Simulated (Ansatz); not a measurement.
# Ga2O3 (C2/m): the host for defect calculations

Before any defect goes in: Ga2O3 (C2/m) at rest, and how it screens a charge.

Main program and level: Ansatz 0.2.0; plane-wave PAW DFT, PBEsol; relaxation of the host's cell and atoms; PAW set soft_1, in the first sound run; inputs show where later runs differ.

## Step 1: The starting structure

Symmetry: C2/m, No. 12, monoclinic system. Conventional cell: a = 12.280 Å, b = 3.048 Å, c = 5.817 Å, α = 90.00°, β = 103.76°, γ = 90.00°. Nearest to Ga lie 6 O at 1.94 to 2.08 Å. Ga has 4 O at 1.84 to 1.87 Å nearest. Nearest to O lie 3 Ga at 1.84 to 1.94 Å. Nearest to O lie 4 Ga at 1.87 to 2.08 Å. O has 3 Ga at 1.84 to 1.95 Å nearest. Farther neighbours and most contacts between anions are not listed.

## Step 2: Host cell relaxation

Cell and atoms are relaxed together, until forces and stress fall under their thresholds.

Input file cell/input.yaml:

```yaml
crystal:
  lattice:
    - [6.1402367, -1.5237837, 0.0]
    - [6.1402367, 1.5237837, 0.0]
    - [-1.3841309, 0.0, 5.6503489]
  atoms:
    - { symbol: Ga, position: [0.3411617, 0.3411617, 0.68526966] }
    - { symbol: Ga, position: [0.6588383, 0.6588383, 0.31473034] }
    - { symbol: Ga, position: [0.9095256, 0.9095256, 0.205214] }
    - { symbol: Ga, position: [0.0904744, 0.0904744, 0.794786] }
    - { symbol: O, position: [0.50353087, 0.50353087, 0.74333591] }
    - { symbol: O, position: [0.49646913, 0.49646913, 0.25666409] }
    - { symbol: O, position: [0.82662894, 0.82662894, 0.43676984] }
    - { symbol: O, position: [0.17337106, 0.17337106, 0.56323016] }
    - { symbol: O, position: [0.16450498, 0.16450498, 0.10915408] }
    - { symbol: O, position: [0.83549502, 0.83549502, 0.89084592] }
basis:
  ecutwfc: 420
  xc_grid: 2
hamiltonian:
  xc: pbesol
  pseudopotentials: { kind: paw, azcp: { folder: soft_1 }, xc_functional: pbe }
kpoints:
  mp_grid: { grid: [9, 9, 5] }
scf:
  occupations: { method: fixed }
  max_iter: 100
relax:
  f_tol: 0.005
  max_steps: 60
  cell: {}
output:
  forces: true
  stress: true
checkpoint:
  write: "../cell.run"
  compress: false
  write_wavefunctions: false
  write_every: 100000
```

Run with:

```console
> ansatz run input.yaml --threads 32 --pin off --max-ram 84787MiB --backend cuda --events-out ev --progress --plain --runs-dir out --max-vram 78GiB
```

Numbers of over 12 decimals in the logs are rounded to 6 here.

Output:

```text
[... repeated set-up lines and file paths are left out, and long positions are rounded to six places ...]
basis.fft_grid_basis auto: the FFT boxes are laid along the combinations [[1, -1, 0], [0, 1, 0], [0, 0, 1]] of the cell's own vectors, 3.048, 6.326 and 5.817 Å long. The dense box has 24×45×40 points. [...]
Engine: ansatz 0.2.0, aarch64-unknown-linux-gnu
Pseudopotentials: kind: paw
Pseudopotential: Ga, paw, valence charge 13, recommended cutoff 420 eV (normal), soft_1/Ga.paw.azcp
Pseudopotential: O, paw, valence charge 6, recommended cutoff 420 eV (normal), soft_1/O.paw.azcp
Functional definition: PBEsol
  exchange = pbesol_x
  correlation = pbesol_c
[...]
Crystal: 10 atoms, lattice volume = 105.734 Å³
Basis set: ecut = 420 eV, 2047 PW (Γ), FFT grids on a1−a2, a2, a3, exchange–correlation on 48×90×80 points (8 copies of the dense FFT grid, shifted against one another)
Bands: 54, of which v1, the nominal top of the filled ones, is band 44 counted from 1 (43 counted from 0)
Symmetry: 4 space group operations
Space group: C2/m (ITA 12), of the structure as read, at distance tolerance 4.7e-5 Å
k-points: 115 of 405
Non-local potential: Ga, projectors of the file, l = 0: 2, l = 1: 2, l = 2: 3, l = 3: 1
Non-local potential: O, projectors of the file, l = 0: 2, l = 1: 2, l = 2: 1
PAW form: soft (Blöchl's): semilocal exchange-correlation on the pseudo side does not see the compensation charge
PAW frozen core: Ga, regenerated for the run's functional, and the local potential with it (the file was generated under x = pbe(κ = 0.804, μ = 0.219515), c = pbe(β = 0.066725))
PAW frozen core: O, regenerated for the run's functional, and the local potential with it (the file was generated under x = pbe(κ = 0.804, μ = 0.219515), c = pbe(β = 0.066725))
PAW one-centre angular grid: Ga, 590 points (default); XC on 64 Gauss nodes
PAW one-centre angular grid: O, 110 points (default); XC on 64 Gauss nodes
Initial density: superposition of atomic densities (chi_scale 0.1, normalization cell, long waves kept (reshape's long-wave potential 0.03 eV rms))
Initial wavefunctions: pseudopotential atomic-orbital guess
[...]
Functional: x = pbesol(κ = 0.804, μ = 0.123457), c = pbesol(β = 0.046)
SCF iter   1: F=—  HF=-18344.095752 eV  |Δ(HF+E_count)|=         —  Δρ=1.16e-1  dr2=6.45e0  Hψ=17754
preconditioner: auto → Resta (q_TF=auto, 2.646 Å⁻¹)  ε∞=4.3  [insulator: Δε(μ)=2.633 eV  Ē_g=18.692 eV  n_scr=34 (ndim 8)  ℏωp=33.9 eV  f_vac=0.000  ε∞_Penn≈4.3]
SCF iter   2: F=—  HF=-18342.458576 eV  |Δ(HF+E_count)|=    1.64e0  Δρ=5.24e-2  dr2=1.36e0  Hψ=11931
SCF iter   3: F=—  HF=-18341.930034 eV  |Δ(HF+E_count)|=   5.29e-1  Δρ=1.52e-2  dr2=1.80e-1  Hψ=9556
automatic band count: iteration 3 solves 52 bands in place of 54: the levels show a gap, and the empty bands left out lie too high to hold charge; the band table lists the bands solved (type scf.n_extra_bands for more)
SCF iter   4: F=—  HF=-18341.852786 eV  |Δ(HF+E_count)|=   7.72e-2  Δρ=4.56e-3  dr2=1.75e-2  Hψ=10298
[...]
SCF iter   7: F=—  HF=-18341.865986 eV  |Δ(HF+E_count)|=   1.01e-4  Δρ=2.03e-4  dr2=3.48e-5  Hψ=10629
automatic band count: iteration 7 solves 51 bands in place of 52: the levels show a gap, and the empty bands left out lie too high to hold charge; the band table lists the bands solved (type scf.n_extra_bands for more)
SCF iter   8: F=—  HF=-18341.866351 eV  |Δ(HF+E_count)|=   3.65e-4  Δρ=9.54e-5  dr2=6.73e-6  Hψ=10612
[...]
SCF iter  10: F=-18341.866350 eV  HF=-18341.866350 eV  |Δ(HF+E_count)|=   1.21e-7  Δρ=5.59e-6  dr2=2.60e-8  Hψ=21224
SCF 1 converged in 10 iterations: F = -18341.866350 eV  dr2 = 2.60e-8
  greatest PAW one-centre occupation: 0.998 electrons in one spin orbital (limit 2), on the Ga atom at site 0 (counted from 0), in its partial waves of l = 2
relax step   1: F+E_penalty+E_count = -18341.86635041 eV  Δ(F+E_penalty+E_count) = +0.000e0 eV  max|allowed force component| = 6.936e-2 eV/Å  Δτ_max = 0.0000 Å  P = -0.157 GPa  Ω = 105.734 Å³  (10 SCF iters, dr2 threshold 1.00e-7 eV, accepted)
[... the SCF cycles and remarks between the steps are left out from here to the last step ...]
relax step   2: F+E_penalty+E_count = -18341.86738102 eV  Δ(F+E_penalty+E_count) = -1.031e-3 eV  max|allowed force component| = 2.571e-2 eV/Å  Δτ_max = 0.0061 Å  P = -0.024 GPa  Ω = 105.628 Å³  energy of the carried Pulay correction = +3.168e-4 eV  (5 SCF iters, dr2 threshold 3.01e-7 eV, accepted)
relax step   3: F+E_penalty+E_count = -18341.86756738 eV  Δ(F+E_penalty+E_count) = -1.864e-4 eV  max|allowed force component| = 1.169e-2 eV/Å  Δτ_max = 0.0023 Å  P = +0.009 GPa  Ω = 105.598 Å³  energy of the carried Pulay correction = +4.072e-4 eV  (5 SCF iters, dr2 threshold 8.08e-8 eV, accepted)
relax step   4: F+E_penalty+E_count = -18341.86759572 eV  Δ(F+E_penalty+E_count) = -2.834e-5 eV  max|allowed force component| = 4.025e-3 eV/Å  Δτ_max = 0.0017 Å  P = +0.001 GPa  Ω = 105.600 Å³  energy of the carried Pulay correction = +4.012e-4 eV  (6 SCF iters, dr2 threshold 1.56e-8 eV, accepted)
[...]
iter 1 solved again at ethr=2.65e-8 eV; its pass at ethr=3.10e-3 eV (dr2=2.33e-5 eV) is discarded
SCF iter   1: F=—  HF=-18341.866758 eV  |Δ(HF+E_count)|=         —  Δρ=1.30e-5  dr2=3.08e-8  Hψ=35722
[...]
SCF iter   2: F=—  HF=-18341.867153 eV  |Δ(HF+E_count)|=   3.95e-4  Δρ=6.71e-6  dr2=1.13e-8  Hψ=10626
SCF iter   3: F=—  HF=-18341.867153 eV  |Δ(HF+E_count)|=   8.87e-9  Δρ=2.65e-6  dr2=1.45e-9  Hψ=10201
SCF iter   4: F=—  HF=-18341.867153 eV  |Δ(HF+E_count)|=   1.25e-9  Δρ=4.05e-7  dr2=1.28e-10  Hψ=10553
SCF iter   5: F=-18341.867153 eV  HF=-18341.867153 eV  |Δ(HF+E_count)|=  3.27e-11  Δρ=1.60e-7  dr2=2.71e-11  Hψ=29546
SCF 5 converged in 5 iterations: F = -18341.867153 eV  dr2 = 2.71e-11
relax step   5: F+E_penalty+E_count = -18341.86715300 eV  Δ(F+E_penalty+E_count) = +4.427e-4 eV  max|allowed force component| = 4.038e-3 eV/Å  Δτ_max = 0.0000 Å  P = -0.006 GPa  Ω = 105.600 Å³  stress off target by 1.53e-2 GPa  SCF on the basis re-selected at this cell (its energy is not comparable with the rows above)  (5 SCF iters)
basis re-selected at this cell: Δ(F+E_penalty+E_count) = +4.427e-4 eV, ΔP = -0.007 GPa vs the last step (what re-selecting the basis moved, of the pressure what is left beyond the Pulay correction that the steps carried, after the strain that the cell walked [...]
SCF converged after 5 iterations
Free energy (F): -18341.867153 eV
Harris-Foulkes:  -18341.867153 eV  (|F-HF|=1.09e-11)
Internal energy: -18341.867153 eV  (E = F + TS)
E sigma→0 (E₀):  -18341.867153 eV
Fermi energy:    7.896301 eV
--- Per-component energies (eV) ---
  E_band       = -117.497854
  E_kinetic    = 1459.548086
  E_local      = -7006.174224  (includes V_loc(G=0)·N_el)
  E_nonlocal   = -27.710326
  E_hartree    = 4086.600159
  E_xc         = -669.816607
  E_vxc        = -762.543904  (∫ρ·V_xc dr)
  E_paw        = -8788.293074  (= ΣΔE_a)
  E_vpaw       = -1953.821545  (= ΣTr[D̂ρ^β])
  E_aug_tail   = 0.003682  (compensation charges beyond the density's cutoff)
  E_ewald      = -7399.688492
  E_core_change = 3.663644  (= ΣΔE_core)
  E_smearing   = -0.000000  (= −TS)
  E_closure    = -0.000000  (closes the sum)
  Σ components = -18341.867153   (vs F -18341.867153, Δ=0.00e0)
--- Forces (eV/Å), atoms counted from 1 ---
  atom   1  Ga    -0.00226740     0.00000000     0.00403790
  atom   2  Ga     0.00226740     0.00000000    -0.00403790
  atom   3  Ga     0.00247832     0.00000000     0.00227103
  atom   4  Ga    -0.00247832     0.00000000    -0.00227103
  atom   5  O     -0.00026092     0.00000000     0.00039603
  atom   6  O      0.00026092     0.00000000    -0.00039603
  [... 4 more lines of this table ...]
  max |Σ_I F_I| component: 8.67e-19 eV/Å
--- Stress (GPa, compression-positive) ---
       -0.003692       0.000000      -0.013438
        0.000000      -0.014087       0.000000
       -0.013438       0.000000       0.000169
  P = ⅓ Tr σ = -0.0059 GPa (-0.059 kbar)
--- Band table (eV; the first three rows and the last of 115) ---
  k-point 0: bands = ["-10.9315", "-9.7516", "-9.7327", "-9.6286", "-9.1420", "-9.1359", "-5.0401", "-5.0069", "-5.0015", "-4.9521", [... rest cut ...]
  k-point 1: bands = ["-10.8599", "-9.8945", "-9.7385", "-9.5627", "-9.2017", "-9.0918", "-5.0289", "-5.0082", "-5.0025", "-4.9503", [... rest cut ...]
--- Relaxed structure (4 steps of the walk, 4 accepted, 1 SCFs on fresh bases) ---
  F+E_penalty+E_count = -18341.86715300 eV   max|allowed force component| = 4.038e-3 eV/Å   (the final SCF, on the basis selected at the relaxed cell)
  cell:  # Å, volume = 105.5998 Å³
    - [6.138979, -1.523649, 0.00393443]
    - [6.138979, 1.523649, 0.00393443]
    - [-1.380227, -3.3618280307896437e-19, 5.643958]
  atoms:
    - { symbol: Ga, position: [0.341276, 0.341276, 0.685440] }
    - { symbol: Ga, position: [0.658724, 0.658724, 0.314560] }
    - { symbol: Ga, position: [0.909492, 0.909492, 0.204603] }
    - { symbol: Ga, position: [0.090508, 0.090508, 0.795397] }
    - { symbol: O, position: [0.503788, 0.503788, 0.744085] }
    - { symbol: O, position: [0.496212, 0.496212, 0.255915] }
  [... 4 more lines of this table ...]
```

Run time: 4.4 s. Hardware: 1 × NVIDIA GB200 with 32 threads of Arm Neoverse V2, shared host; peak memory 1.1 GiB; 18 s of CPU time.

Relaxation path:

```
step  energy less that of the first step (eV)  largest force component (eV/Å)  pressure (GPa)  volume (Å³)
   1                                   0.0000                          0.0694           -0.16       105.73
   2                                  -0.0010                          0.0257           -0.02       105.63
   3                                  -0.0012                          0.0117            0.01       105.60
   4                                  -0.0012                          0.0040            0.00       105.60
  5*                                  -0.0008                          0.0040           -0.01       105.60
```

Relaxation steps marked * repeat the geometry before them on a plane-wave basis chosen anew for their cell, so energy and pressure can jump there.

Forces are held to the 4 operations that the run works with; a distortion that breaks them can't arise in this run.

```
     cell as run  before   after  change
           a (Å)   6.326   6.325  -0.0 %
           b (Å)   6.326   6.325  -0.0 %
           c (Å)   5.817   5.810  -0.1 %
           α (°)  103.35  103.29  -0.1 %
           β (°)  103.35  103.29  -0.1 %
volume (Å³/atom)   10.57   10.56  -0.1 %
```

Numbers from this step:

```
pressure : -0.005870 GPa
```

## Step 3: Dielectric tensors of the host

The response to a uniform electric field gives the electronic dielectric tensor.

This step: plane-wave PAW DFPT, PBEsol; dielectric tensors, Born charges and zone-centre modes of the host; PAW set soft_1 (Ansatz 0.2.0).

Input file eps/input.yaml:

```yaml
crystal:
  lattice:
    - [6.1389790983, -1.5236491004, 0.0039344338]
    - [6.1389790983, 1.5236491004, 0.0039344338]
    - [-1.3802268796, 0.0, 5.6439576092]
  atoms:
    - { symbol: Ga, position: [0.3412764858, 0.3412764858, 0.6854403771] }
    - { symbol: Ga, position: [0.6587235142, 0.6587235142, 0.3145596229] }
    - { symbol: Ga, position: [0.9094922641, 0.9094922641, 0.2046026177] }
    - { symbol: Ga, position: [0.0905077359, 0.0905077359, 0.7953973823] }
    - { symbol: O, position: [0.5037884346, 0.5037884346, 0.7440849188] }
    - { symbol: O, position: [0.4962115654, 0.4962115654, 0.2559150812] }
    - { symbol: O, position: [0.8267873152, 0.8267873152, 0.4372393251] }
    - { symbol: O, position: [0.1732126848, 0.1732126848, 0.5627606749] }
    - { symbol: O, position: [0.1652740744, 0.1652740744, 0.1095265368] }
    - { symbol: O, position: [0.8347259256, 0.8347259256, 0.8904734632] }
basis:
  ecutwfc: 420
hamiltonian:
  xc: pbesol
  pseudopotentials: { kind: paw, azcp: { folder: soft_1 }, xc_functional: pbe }
kpoints:
  mp_grid: { grid: [8, 8, 4] }
scf:
  occupations: { method: fixed }
  max_iter: 100
phonons:
  method: dfpt
  dielectric: true
  rigid_motions: translations
```

Output:

```text
[...]
Crystal: 10 atoms, lattice volume = 105.600 Å³
Basis set: ecut = 420 eV, 2045 PW (Γ), exchange–correlation on 90×90×80 points (8 copies of the dense FFT grid, shifted against one another)
Bands: 54, of which v1, the nominal top of the filled ones, is band 44 counted from 1 (43 counted from 0)
Symmetry: 4 space group operations
k-points: 132 of 256 (irreducible under 1 space group operation, time reversal used)
[...]
SCF iter   1: F=—  HF=-18344.096144 eV  |Δ(HF+E_count)|=         —  Δρ=1.16e-1  dr2=6.45e0  Hψ=20872
[...]
SCF iter   2: F=—  HF=-18342.459636 eV  |Δ(HF+E_count)|=    1.64e0  Δρ=5.24e-2  dr2=1.36e0  Hψ=13819
[...]
SCF iter  13: F=-18341.866998 eV  HF=-18341.866998 eV  |Δ(HF+E_count)|=  2.18e-11  Δρ=1.57e-7  dr2=1.89e-11  Hψ=40550
SCF 1 converged in 13 iterations: F = -18341.866998 eV  dr2 = 1.89e-11
[...]
the response reads at least the filled bands of the reference SCF and the lowest empty band at each k-point, and that SCF's band table does not vouch for those bands. The notice of the band table in this run's record says why
[...]
NSCF: frozen V_eff on 1 k-points
[...]
NSCF: frozen V_eff on 78 k-points, pencils in batches of 32, up to order 216
[...]
DFPT response loops at q = (0, 0, 0) (fractional): preconditioner auto → Resta (q_TF=auto, 2.647 Å⁻¹)  ε∞=5.2 (no band partly filled); β = 1.00, the filter's whole step (`scf.mixing.beta` (0.50) is not read by the response loops at its default; [...]
[...]
DFPT response loops at Γ: preconditioner auto → Resta (q_TF=auto, 2.647 Å⁻¹)  ε∞=5.2 (no band partly filled); β = 1.00, the filter's whole step (`scf.mixing.beta` (0.50) is not read by the response loops at its default; [...]
── the response to a field inside a basis, on 10×10×6 k-points: an SCF that follows is theirs, and a resumed run solves both again ──
[...]
Bands: 45, of which v1, the nominal top of the filled ones, is band 44 counted from 1 (43 counted from 0)
k-points: 165 of 600
[...]
Eigensolver: Dense (165 Hₖ)
SCF iter   1: F=—  HF=-18341.691028 eV  |Δ(HF+E_count)|=         —  Δρ=8.24e-4  dr2=1.70e-4
[...]
SCF 1 converged in 6 iterations: F = -18341.691150 eV  dr2 = 7.46e-9
[...]
SCF converged after 13 iterations
[...]
-1.44588   -0.00000   -0.05883
        -0.00000   -2.10533   -0.00000
        -0.03339   -0.00000   -2.51161
    site 9:
        -1.44588   -0.00000   -0.05883
        -0.00000   -2.10533   -0.00000
        -0.03339   -0.00000   -2.51161
  Z* charge neutrality: 1.995e-2 e pre-enforcement
  solved inside a basis spanned on kpoints, on 10×10×6 k-points, its susceptibility summed on 14×14×8: ε∞ is read to err by 1.7e-2, Z* by 2.1e-2 e (field_mesh: kpoints solves on kpoints); Z* is corrected for what the basis lacks
  optical modes at Γ without the LO–TO term, one row a degenerate level:
      ω (cm⁻¹)  modes    IR ((D/Å)²/amu)
        106.04      1             0.0000
        108.05      1             0.0000
        141.59      1             0.0000
        147.52      1             0.1267
        159.95      1             0.0000
        188.51      1            11.2133
        188.84      1             0.0000
        246.16      1             8.1598
        268.48      1             0.6177
        294.67      1            14.4162
        307.33      1             0.0000
        336.70      1             0.0000
        342.70      1             0.0000
        344.40      1             5.1553
        382.72      1             0.0000
        412.92      1            29.5274
        436.40      1            24.3838
        450.74      1             0.0000
        461.48      1             0.0000
        548.52      1            32.2937
        603.33      1             0.0000
        629.91      1             0.0000
        631.11      1             0.0000
        640.08      1            13.2580
        661.49      1             8.5905
        714.04      1             4.6695
        733.30      1             0.0000
  optical modes at Γ + LO–TO along q̂ = [1.0000, 0.0000, 0.0000]:
      ω (cm⁻¹)  modes    IR ((D/Å)²/amu)
        106.04      1             0.0000
        108.05      1             0.0000
        141.59      1             0.0000
        147.52      1             0.1267
        159.95      1             0.0000
        188.84      1             0.0000
        191.03      1            10.7489
[...]
optical modes at Γ + LO–TO along q̂ = [0.0000, 1.0000, 0.0000]:
      ω (cm⁻¹)  modes    IR ((D/Å)²/amu)
[...]
optical modes at Γ + LO–TO along q̂ = [0.0000, 0.0000, 1.0000]:
      ω (cm⁻¹)  modes    IR ((D/Å)²/amu)
[...]
436.40      1            24.3838
        450.74      1             0.0000
        457.84      1            23.2530
        461.48      1             0.0000
        603.33      1             0.0000
        629.91      1             0.0000
        631.11      1             0.0000
        632.50      1            21.4866
        640.08      1            13.2580
        677.27      1             7.4136
        733.30      1             0.0000
        759.03      1            29.7135
```

The job ended after 29 s (1 × NVIDIA GB200 with 32 threads; peak memory 5.5 GiB).

In the SCF lines HF is the Harris–Foulkes energy and dr2 the Hartree energy of the density residual, in eV; the loop may stop once dr2 is under the threshold and the program's other checks hold. Hψ counts applications of the Hamiltonian.

Electronic dielectric tensor:

```
4.10 0.00 0.00
0.00 4.20 0.00
0.00 0.00 4.21
```

Static dielectric tensor:

```
11.09  0.00 -0.77
 0.00 10.92  0.00
-0.77  0.00 13.61
```

The principal values of the electronic dielectric tensor are 4.10, 4.20 and 4.21. The principal values of the static dielectric tensor are 10.87, 10.92 and 13.83.

[end of part 1 of 2]

[Logs are printed without paths, hosts, clocks, repeated set-up lines and the standing remarks that a program may print on its own settings, such as how far it seeks lower states.]

[Hosts, paths, dates, database ids (printed as entryN), source tags and the programs' standing remarks are cut or masked in the printed files.]

[Runs of the host that timed out are not shown.]

[For some hosts the program warned that the k-mesh of the response run may be too coarse for force constants and the static dielectric constant; such warnings are not always shown.]

[The program warned that the k-mesh of a response run behind this text may be too coarse: force constants, and the static dielectric constant and all else formed from them, are not shown converged.]
